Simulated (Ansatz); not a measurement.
## Epitaxial strain in WSe₂: moduli and critical thickness

The calculation used Ansatz 0.2.0, DFT PBEsol+D3(BJ), scalar-relativistic, plane waves, PAW. Run with 420 eV cutoff, 12×12×4 k-mesh, Gaussian smearing of 0.02 eV, no spin polarisation.

The relaxed crystal:

```yaml
crystal:
  lattice:
    - [3.23048, 0.00000, 0.00000]
    - [-1.61524, 2.79768, 0.00000]
    - [0.00000, 0.00000, 12.41668]
  atoms:
    - { symbol: W, position: [0.66667, 0.33333, 0.24993] }
    - { symbol: W, position: [0.33333, 0.66667, 0.75007] }
    - { symbol: Se, position: [0.33333, 0.66667, 0.38532] }
    - { symbol: Se, position: [0.66667, 0.33333, 0.88546] }
    - { symbol: Se, position: [0.33333, 0.66667, 0.11454] }
    - { symbol: Se, position: [0.66667, 0.33333, 0.61468] }
```

The a-b plane is strained alike in both directions, as on a substrate, while c and the atoms relax within the symmetry that the strain leaves. Stress is positive in compression; energies are free energies at the smearing used, per atom.

Spin–orbit coupling is left out, which can shift energies with elements as heavy as these.

| strain (%) | c (Å) | σ in plane (GPa) | ΔE (meV/atom) |
| --- | --- | --- | --- |
| -4.5 | 12.6503 | 14.07 | 68.04 |
| -3.0 | 12.5671 | 8.78 | 29.13 |
| -1.5 | 12.4873 | 4.12 | 7.03 |
| +0.0 | 12.4167 | 0.00 | 0.00 |
| +1.5 | 12.3377 | -3.65 | 6.55 |
| +3.0 | 12.2671 | -6.91 | 25.40 |
| +4.5 | 12.1991 | -9.82 | 55.44 |

Q: Get the biaxial modulus twice, from the stresses and from the energies of the innermost pair.

A: From stress: M = −Δσ/Δε = (4.12 − (-3.65)) / 0.030 = 259 GPa. Two in-plane directions each store σε/2, so the energy density is Mε²: M = (mean ΔE)/(V ε²) = 6.79 meV / (18.703 Å³ × 0.015²) × 0.16022 GPa Å³/meV = 258 GPa. The two agree.

Q: How well does Mε², with M from the stresses, predict the outermost points?

A: 61.2 meV predicted against 68.0 computed at -4.5 %; 61.2 meV predicted against 55.4 computed at +4.5 %. Compression costs more than stretching, the usual sign of bonds that stiffen as they shorten.

Q: How does c respond, and up to what thickness can a film with 1 % or 2 % misfit stay coherent on a thick substrate?

A: c answers with ε_c = −0.40 ε. In an isotropic solid that ratio is 2ν/(1 − ν), so ν = r/(2 + r) = 0.17. A film of thickness h stores Mε²h per area, 25.9 mJ/m² per nm at 1 %. The Matthews–Blakeslee balance for pure edge misfit dislocations, h = b/(8πf(1 + ν)) × (ln(h/b) + 1), with b taken as the in-plane vector a = 3.23 Å, solved by iteration, gives 3.8 nm at f = 1 % and 1.3 nm at 2 %. This is an isotropic estimate in which the moduli cancel; the real Burgers vector, glide system, anisotropy and slow kinetics can shift it by a factor of a few, mostly upward.

WSe₂ is stiff in the plane because biaxial strain has to stretch or bend the covalent W–Se framework, whereas the layers are held together mainly by weak dispersion forces. At every strain magnitude, compression costs more energy than tension, as expected from the steepening repulsion between atoms. The steady contraction of c under tension may come from thinner Se–W–Se layers, from a changed gap between them, including its D3 attraction, or from both; c alone cannot separate these.

The relaxed cell is too small compared with experiment, most clearly along c, probably because D3 adds attraction to a functional that already binds solids tightly. The small volume also raises the modulus in GPa, so 259 GPa is probably somewhat high. At 2 % misfit the critical thickness of 1.3 nm is only about one c repeat, where a continuum dislocation balance loses its footing, and a weakly bound van der Waals interface could instead take up misfit by slipping, without straining the film coherently.
